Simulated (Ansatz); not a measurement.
KI, DFT, PBEsol, all-electron PAW with datasets made for the crystal, scalar-relativistic (Ansatz 0.2.0), run on 1 thread of Arm Neoverse V1 on a shared host.

The cell is COD entry 9009735, as deposited and not checked against the literature; nothing was relaxed. The listed cell was then made from it by scaling, straining or moving an atom.

Command: `ansatz run input.yaml --threads 1 --pin off --max-ram 3072MiB --backend cpu --events-out ev --progress --plain --runs-dir out`

```yaml
crystal:
  lattice:
    - [0.0, 3.5008945893, 3.5008945893]
    - [3.5008945893, 0.0, 3.5008945893]
    - [3.5008945893, 3.5008945893, 0.0]
  atoms:
    - { symbol: K, position: [0.0, 0.0, 0.0] }
    - { symbol: I, position: [0.5, 0.5, 0.5] }
kpoints:
  mp_grid: { grid: [8, 8, 8] }
scf:
  occupations: { method: fermi_dirac, width: 0.01 }
hamiltonian:
  xc: pbesol
  pseudopotentials: { kind: all_electron, datasets: crystal }
output:
  forces: true
  stress: true
  eigenvalues: true
  efg: { contact_densities: true }
```

(1) How large is the problem that the program sets up?

(2) About how long does it take, and how much memory does it use?

(3) And the same cell and mesh by frozen-core PAW, asked for forces, stress, eigenvalues, efg, on the same hardware?

Answers

(1) 29 irreducible k-points, 537 plane waves at Γ, 12 bands.

(2) 5.9 s of wall time for 9 SCF iterations, with a peak of 0.42 GiB. Times on shared machines scatter by tens of per cent.

(3) 4.6 s, peak memory 0.39 GiB.
